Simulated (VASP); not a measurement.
# Te2Mo (P6_3/mmc) in VASP: further runs

One crystal, Te2Mo, is run at these levels: r2SCAN; tasks: relaxation of cell and atoms.

Everything below comes from runs of VASP 6.6.1. Logs are shortened: lines on timing, memory, paths and dates and some standing lists are left out, and cuts for length are marked.

## Step 1: Starting point

Symmetry: P6_3/mmc, No. 194, hexagonal system. Conventional cell: a = 3.518 Å, b = 3.518 Å, c = 13.974 Å, α = 90.00°, β = 90.00°, γ = 120.00°. Around Te (site symmetry 3m) lie 3 Mo at 2.72 Å. Mo (site symmetry -6m2) is surrounded by 6 Te at 2.72 Å.

## Step 2: Relaxation of cell and atoms, r2SCAN

Contents of INCAR:

```
SYSTEM = Te2Mo
PREC = Accurate
ENCUT = 600
EDIFF = 1E-6
ISMEAR = 0
SIGMA = 0.03
LREAL = .FALSE.
LASPH = .TRUE.
NELM = 80
ALGO = Normal
ISIF = 3
LWAVE = .FALSE.
LCHARG = .FALSE.
METAGGA = R2SCAN
LMIXTAU = .TRUE.
IBRION = 2
NSW = 90
EDIFFG = -0.01
KPAR = 2
```

Contents of KPOINTS:

```
Automatic mesh
0
G
  9 9 2
  0 0 0
```

Contents of POSCAR:

```
Te2Mo
1.0
    3.5182000000      0.0000000000      0.0000000000
   -1.7591000000      3.0468505756      0.0000000000
    0.0000000000      0.0000000000     13.9736000000
Te Mo
4 2
Direct
    0.3333333333      0.6666666667      0.6210000000
    0.6666666667      0.3333333333      0.1210000000
    0.3333333333      0.6666666667      0.8790000000
    0.6666666667      0.3333333333      0.3790000000
    0.3333333333      0.6666666667      0.2500000000
    0.6666666667      0.3333333333      0.7500000000
```

Potentials or basis: VASP PAW PBE potentials, release 64 (Te, Mo_sv).

Run with:

```console
> cat potpaw_PBE.64/Te/POTCAR potpaw_PBE.64/Mo_sv/POTCAR > POTCAR
> mpirun -np 2 vasp_std > vasp.out
```

OUTCAR:

```text
SYSTEM = Te2Mo
   PREC = Accurate
   ENCUT = 600
   EDIFF = 1E-6
   ISMEAR = 0
   LREAL = .FALSE.
   LASPH = .TRUE.
   NELM = 80
   ISIF = 3
   METAGGA = R2SCAN
   IBRION = 2
   NSW = 90
   EDIFFG = -0.01

 ion  position               nearest neighbor table
   1  0.333  0.667  0.621-   6 2.72   6 2.72   6 2.72   3 3.61
   2  0.667  0.333  0.121-   5 2.72   5 2.72   5 2.72   4 3.61
   3  0.333  0.667  0.879-   6 2.72   6 2.72   6 2.72   1 3.61
   4  0.667  0.333  0.379-   5 2.72   5 2.72   5 2.72   2 3.61
   5  0.333  0.667  0.250-   2 2.72   4 2.72   2 2.72   4 2.72   2 2.72   4 2.72
   6  0.667  0.333  0.750-   1 2.72   3 2.72   1 2.72   3 2.72   1 2.72   3 2.72

  LATTYP: Found a hexagonal cell.
 ALAT       =     3.5182000000
 C/A-ratio  =     3.9718037633

  Lattice vectors:

 A1 = (   3.5182000000,   0.0000000000,   0.0000000000)
 A2 = (  -1.7591000000,   3.0468505756,   0.0000000000)
 A3 = (   0.0000000000,   0.0000000000,  13.9736000000)

Analysis of symmetry for initial positions (statically):
=====================================================================
 Subroutine PRICEL returns:
 Original cell was already a primitive cell.

 Routine SETGRP: Setting up the symmetry group for a
 hexagonal supercell.

 Subroutine GETGRP returns: Found 24 space group operations
 (whereof 12 operations were pure point group operations)
 out of a pool of 24 trial point group operations.

The static configuration has the point symmetry D_3d.
 The point group associated with its full space group is D_6h.

Analysis of symmetry for dynamics (positions and initial velocities):
=====================================================================
 Subroutine PRICEL returns:
 Original cell was already a primitive cell.

 Routine SETGRP: Setting up the symmetry group for a
 hexagonal supercell.

 Subroutine GETGRP returns: Found 24 space group operations
 (whereof 12 operations were pure point group operations)
 out of a pool of 24 trial point group operations.

The dynamic configuration has the point symmetry D_3d.
 The point group associated with its full space group is D_6h.

 Subroutine INISYM returns: Found 24 space group operations
 (whereof 12 operations are pure point group operations),
 and found     1 'primitive' translations

----------------------------------------------------------------------------------------

                                     Primitive cell

  volume of cell :     149.7890

  direct lattice vectors                    reciprocal lattice vectors
     3.518200000  0.000000000  0.000000000     0.284236257  0.164103880  0.000000000
    -1.759100000  3.046850576  0.000000000     0.000000000  0.328207759  0.000000000
     0.000000000  0.000000000 13.973600000     0.000000000  0.000000000  0.071563520

  length of vectors
     3.518200000  3.518200000 13.973600000     0.328207759  0.328207759  0.071563520

  position of ions in fractional coordinates (direct lattice)
     0.333333333  0.666666667  0.621000000
     0.666666667  0.333333333  0.121000000
     0.333333333  0.666666667  0.879000000
     0.666666667  0.333333333  0.379000000
     0.333333333  0.666666667  0.250000000
     0.666666667  0.333333333  0.750000000

  ion indices of the primitive-cell ions
   primitive index   ion index
                 1           1
                 2           2
                 3           3
                 4           4
                 5           5
                 6           6

----------------------------------------------------------------------------------------

 KPOINTS: Automatic mesh

Automatic generation of k-mesh.
 Grid dimensions read from file:
 generate k-points for:    9    9    2

 Generating k-lattice:

  Cartesian coordinates                     Fractional coordinates (reciprocal lattice)
     0.031581806  0.018233764  0.000000000     0.111111111  0.000000000  0.000000000
     0.000000000  0.036467529  0.000000000     0.000000000  0.111111111  0.000000000
     0.000000000  0.000000000  0.035781760     0.000000000  0.000000000  0.500000000

  Length of vectors
     0.036467529  0.036467529  0.035781760

  Shift w.r.t. Gamma in fractional coordinates (k-lattice)
     0.000000000  0.000000000  0.000000000

 Subroutine IBZKPT returns following result:
 ===========================================

 Found     24 irreducible k-points:

 Following reciprocal coordinates:
            Coordinates               Weight
  0.000000  0.000000  0.000000      1.000000
  0.111111  0.000000  0.000000      6.000000
  0.222222 -0.000000  0.000000      6.000000
  0.333333  0.000000  0.000000      6.000000
  0.444444 -0.000000  0.000000      6.000000
  0.111111  0.111111  0.000000      6.000000
[... 16 lines left out ...]
  0.333333  0.222222  0.500000     12.000000
  0.333333  0.333333  0.500000      2.000000
   k-points           NKPTS =     24   k-points in BZ     NKDIM =     24   number of bands    NBANDS=     31
   number of dos      NEDOS =    301   number of ions     NIONS =      6
   total plane-waves  NPLWV =  87808
   dimension x,y,z NGX =    28 NGY =   28 NGZ =  112
   dimension x,y,z NGXF=    56 NGYF=   56 NGZF=  224
   ions per type =               4   2
   NGX,Y,Z   is equivalent  to a cutoff of  13.23, 13.23, 13.32 a.u.
   NGXF,Y,Z  is equivalent  to a cutoff of  26.46, 26.46, 26.65 a.u.
 SYSTEM =  Te2Mo
   PREC   = accura    normal or accurate (medium, high low for compatibility)
   ISTART =      0    job   : 0-new  1-cont  2-samecut
   ICHARG =      2    charge: 1-file 2-atom 10-const
   ISPIN  =      1    spin polarized calculation?
   LNONCOLLINEAR =      F non collinear calculations
   LSORBIT =      F    spin-orbit coupling
   LASPH  =      T    aspherical Exc in radial PAW
   ENCUT  =  600.0 eV  44.10 Ry    6.64 a.u.   7.03  7.03 27.91*2*pi/ulx,y,z
   NELM   =     80;   NELMIN=  2; NELMDL= -5     # of ELM steps
   EDIFF  = 0.1E-05   stopping-criterion for ELM
   LREAL  =      F    real-space projection
   EDIFFG = -.1E-01   stopping-criterion for IOM
   NSW    =     90    number of steps for IOM
   IBRION =      2    ionic relax: 0-MD 1-quasi-New 2-CG
   NFREE  =      1    steps in history (QN), initial steepest desc. (CG)
   ISIF   =      3    stress and relaxation
   ISYM   =      2    0-nonsym 1-usesym 2-fastsym
   POTIM  = 0.5000    time-step for ionic-motion
   TEBEG  =    0.0;   TEEND  =   0.0 temperature during run
   PSTRESS=    0.0 pullay stress
   NELECT =      52.0000    total number of electrons
   NUPDOWN=      -1.0000    fix difference up-down
   EMIN   =  10.00;   EMAX   =-10.00  energy-range for DOS
   EFERMI =   0.00;   METHOD = LEGACY
   ISMEAR =     0;   SIGMA  =   0.03  broadening in eV -4-tet -1-fermi 0-gaus
   EFERMI_NEDOS =   21; number of points for ismear=-14 and -15
   IALGO  =     38    algorithm
   IMIX   =      4    mixing-type and parameters
     AMIX     =   0.40;   BMIX     =  1.00
     AMIX_MAG =   1.60;   BMIX_MAG =  1.00
  volume/ion in A,a.u.               =      24.96       168.47
  Fermi-wavevector in a.u.,A,eV,Ry     =   1.150578  2.174277 18.011787  1.323829
  Thomas-Fermi vector in A             =   2.287241
   LORBIT       =      0    0 simple, 1 ext, 2 COOP (PROOUT), +10 PAW based schemes
   METAGGA = R2SCAN    functional components
   LHFCALC =     F    Hartree Fock is set to
   AEXX    =    0.0000 exact exchange contribution
   IVDW    =     0    specifies the selected vdW correction
   LEPSILON=     F    determine dielectric tensor
   LRPA    =     F    only Hartree local field effects (RPA)
 conjugate gradient relaxation of ions
 non-spin polarized calculation
 Gauss-broadening in eV      SIGMA  =   0.03
  energy-cutoff  :      600.00
  volume of cell :      149.79
 maximum number of plane-waves:      5038
   NGX = 15   NGY = 15   NGZ = 55

--------------------------------------- Ionic step        1  -------------------------------------------

 number of electron      52.0000001 magnetization

 Free energy of the ion-electron system (eV)
  ---------------------------------------------------
  ext. energy  EPLUGINS =         0.00000000
  ---------------------------------------------------
  free energy    TOTEN  =      -155.58472423 eV

  energy without entropy =     -155.58472423  energy(sigma->0) =     -155.58472423

------------------------ aborting loop because EDIFF is reached ----------------------------------------

  FORCE on cell =-STRESS in cart. coord.  units (eV):
  Direction    XX          YY          ZZ          XY          YZ          ZX
  --------------------------------------------------------------------------------------
  -------------------------------------------------------------------------------------
  Total        2.3784615      2.3784615      1.8084476     -0.0000000      0.0000000      0.0000000
  in kB       25.4405631     25.4405631     19.3435652     -0.0000000      0.0000000      0.0000000
  external PRESSURE =      23.4082305 kB  Pullay stress =       0.0000000 kB
[... 101 lines left out ...]
  FREE ENERGIE OF THE ION-ELECTRON SYSTEM (eV)
  ---------------------------------------------------
  free  energy   TOTEN  =      -155.6120738584 eV

  energy  without entropy=     -155.6120738584  energy(sigma->0) =     -155.61207386

[... ionic steps 4 to 10 ...]

--------------------------------------- Ionic step       11  -------------------------------------------

 number of electron      52.0000003 magnetization

------------------------ aborting loop because EDIFF is reached ----------------------------------------

  FORCE on cell =-STRESS in cart. coord.  units (eV):
  Direction    XX          YY          ZZ          XY          YZ          ZX
  --------------------------------------------------------------------------------------
  -------------------------------------------------------------------------------------
  Total        0.0916738      0.0916738     -0.1369549      0.0000000     -0.0000000      0.0000000
  in kB        0.9066937      0.9066937     -1.3545432      0.0000000     -0.0000000      0.0000000
  external PRESSURE =       0.1529481 kB  Pullay stress =       0.0000000 kB
[... 65 lines left out ...]
  energy  without entropy=     -155.6628047336  energy(sigma->0) =     -155.66280473

--------------------------------------- Ionic step       13  -------------------------------------------

 number of electron      52.0000002 magnetization

 Free energy of the ion-electron system (eV)
  ---------------------------------------------------
  ext. energy  EPLUGINS =         0.00000000
  ---------------------------------------------------
  free energy    TOTEN  =      -155.66293289 eV

  energy without entropy =     -155.66293289  energy(sigma->0) =     -155.66293289

 E-fermi :   7.1763     XC(G=0): -10.5171

 val. band max:        6.9507925430   @ k =   0.0000   0.0000   0.0000
 cond. band min:       8.0096203879   @ k =   0.3333   0.3333   0.0000
 fundamental gap:      1.0588278448
 Fermi energy:         7.1763080855

 k-point     1 :       0.0000    0.0000    0.0000
  band No.  band energies     occupation
      1     -55.7496      2.00000
      2     -55.7496      2.00000
      3     -29.1678      2.00000
      4     -29.1678      2.00000
      5     -29.0799      2.00000
      6     -29.0799      2.00000
[... 838 lines left out ...]
  FREE ENERGIE OF THE ION-ELECTRON SYSTEM (eV)
  ---------------------------------------------------
  free  energy   TOTEN  =      -155.6629328873 eV

  energy  without entropy=     -155.6629328873  energy(sigma->0) =     -155.66293289

 reached required accuracy - stopping structural energy minimisation
```

It took 26 min on 2 MPI ranks of Intel Xeon 6975P-C (Granite Rapids), shared host; peak memory 0.39 GiB.

What came out:

| Item | Value |
| --- | --- |
| Free energy | -155.6629 eV |
| Relaxed volume | 27.02 Å³/atom |
| Relaxed cell | a = 3.564 Å, b = 3.564 Å, c = 14.743 Å, α = 90.00°, β = 90.00°, γ = 120.00° |
| Space group after relaxing (to 0.05 Å) | P6_3/mmc (No. 194) |
| Energy gained by relaxing | 13.0 meV/atom |
| Ionic steps | 13 |
| Pressure after relaxing | 0.0 GPa |
| Largest force after relaxing | 0.004 eV/Å |
| Band gap on the k mesh | 1.06 eV, indirect (least direct gap 1.07 eV) |

Forces on the atoms (eV/Å):
```
Te   0.000  0.000 -0.004
Te   0.000  0.000 -0.004
Te   0.000  0.000  0.004
Te   0.000  0.000  0.004
Mo   0.000  0.000  0.000
Mo   0.000  0.000  0.000
```

The path:
```csv
step,energy change (eV),largest force (eV/Å),pressure (GPa),volume (Å³)
1,0.0000,0.0531,2.34,149.79
2,0.0049,0.6519,-2.55,157.84
3,-0.0273,0.3495,-0.14,153.57
4,-0.0436,0.1673,0.00,154.90
5,-0.0453,0.0914,0.07,155.45
6,-0.0542,0.0753,0.06,156.19
7,-0.0714,0.0288,0.12,158.37
8,-0.0751,0.0629,0.50,162.65
9,-0.0773,0.0403,0.38,161.27
10,-0.0601,0.2910,-1.71,165.69
11,-0.0780,0.0153,0.02,161.99
12,-0.0781,0.0202,-0.02,162.26
13,-0.0782,0.0042,0.01,162.14
```

Final structure:
```cif
data_structure
_symmetry_space_group_name_H-M 'P 1'
_symmetry_Int_Tables_number 1
_cell_length_a 3.5636
_cell_length_b 3.5636
_cell_length_c 14.7427
_cell_angle_alpha 90.000
_cell_angle_beta 90.000
_cell_angle_gamma 120.000
_cell_volume 162.14
loop_
_atom_site_label
_atom_site_type_symbol
_atom_site_fract_x
_atom_site_fract_y
_atom_site_fract_z
_atom_site_occupancy
Te1 Te 0.33333 0.66667 0.62851 1
Te2 Te 0.66667 0.33333 0.12851 1
Te3 Te 0.33333 0.66667 0.87149 1
Te4 Te 0.66667 0.33333 0.37149 1
Mo1 Mo 0.33333 0.66667 0.25000 1
Mo2 Mo 0.66667 0.33333 0.75000 1
```

Levels at points of the mesh, in eV from the valence-band top:
```tsv
k point	band 22	band 23	band 24	band 25	band 26	band 27	band 28	band 29	band 30	band 31
(0.00, 0.00, 0.00)	-1.07	-1.07	-0.78	-0.72	0.00	3.06	3.06	3.12	3.12	3.34
(0.00, 0.00, 0.50)	-1.07	-1.07	-1.07	-0.15	-0.15	3.08	3.08	3.08	3.08	3.40
```

Caveat: the PAW data sets were made with another functional, which shifts forces and pressure a little; spin-orbit coupling is left out, which moves the levels of the heavy elements; an odd mesh through Γ misses points on the zone boundary, where band edges often lie.

## Step 3: Relaxation of cell and atoms, r2SCAN

This run uses another cell than the first one, of 27.02 Å³/atom, 1.082 times its volume.

INCAR: that of step 2 with these lines changed.

```diff
@@ -3,3 +3,3 @@
 ENCUT = 600
-EDIFF = 1E-6
+EDIFF = 1E-7
 ISMEAR = 0
@@ -17,3 +17,3 @@
 NSW = 90
-EDIFFG = -0.01
+EDIFFG = -0.005
 KPAR = 2
```

KPOINTS is that of step 2.

Contents of POSCAR:

```
Te2Mo                                   
1.0
    3.5635742891      0.0000000000     -0.0000000000
   -1.7817871446      3.0861458627      0.0000000000
   -0.0000000000      0.0000000000     14.7426627781
  Te              Mo            
     4     2
Direct
     0.3333333332999970    0.6666666667000030    0.6285072937885837
     0.6666666667000030    0.3333333332999970    0.1285072937885836
     0.3333333332999970    0.6666666667000030    0.8714927062114163
     0.6666666667000030    0.3333333332999970    0.3714927062114164
     0.3333333332999970    0.6666666667000030    0.2500000000000000
     0.6666666667000030    0.3333333332999970    0.7500000000000000
```

Potentials or basis: VASP PAW PBE potentials, release 64 (Te, Mo_sv).

Run with:

```console
> cat potpaw_PBE.64/Te/POTCAR potpaw_PBE.64/Mo_sv/POTCAR > POTCAR
> mpirun -np 2 vasp_std > vasp.out
```

Wall time 5.8 min (2 MPI ranks of Intel Xeon 6975P-C (Granite Rapids), shared host); peak memory 0.41 GiB.

The run converged. Its results:

```
Free energy                  : -155.6652 eV
Pressure after relaxing      : 0.0 GPa
Largest force after relaxing : 0.004 eV/Å
Band gap on the k mesh       : 1.06 eV, indirect (least direct gap 1.07 eV)
```

Forces in eV/Å, atoms in the order of the input:
```
Te   0.000  0.000 -0.004
Te   0.000  0.000 -0.004
Te   0.000  0.000  0.004
Te   0.000  0.000  0.004
Mo   0.000  0.000  0.000
Mo   0.000  0.000  0.000
```

Final structure:
```cif
data_structure
_symmetry_space_group_name_H-M 'P 1'
_symmetry_Int_Tables_number 1
_cell_length_a 3.5636
_cell_length_b 3.5636
_cell_length_c 14.7427
_cell_angle_alpha 90.000
_cell_angle_beta 90.000
_cell_angle_gamma 120.000
_cell_volume 162.14
loop_
_atom_site_label
_atom_site_type_symbol
_atom_site_fract_x
_atom_site_fract_y
_atom_site_fract_z
_atom_site_occupancy
Te1 Te 0.33333 0.66667 0.62851 1
Te2 Te 0.66667 0.33333 0.12851 1
Te3 Te 0.33333 0.66667 0.87149 1
Te4 Te 0.66667 0.33333 0.37149 1
Mo1 Mo 0.33333 0.66667 0.25000 1
Mo2 Mo 0.66667 0.33333 0.75000 1
```

Levels at points of the mesh, in eV from the valence-band top:
```tsv
k point	band 24	band 25	band 26	band 27	band 28	band 29
(0.00, 0.00, 0.00)	-0.78	-0.72	0.00	3.06	3.06	3.12
(0.00, 0.00, 0.50)	-1.07	-0.15	-0.15	3.08	3.08	3.08
```

Caveat: the relaxation stopped at its first step, so nothing moved; the PAW data sets were made with another functional, which shifts forces and pressure a little; spin-orbit coupling is left out, which moves the levels of the heavy elements; an odd mesh through Γ misses points on the zone boundary, where band edges often lie.
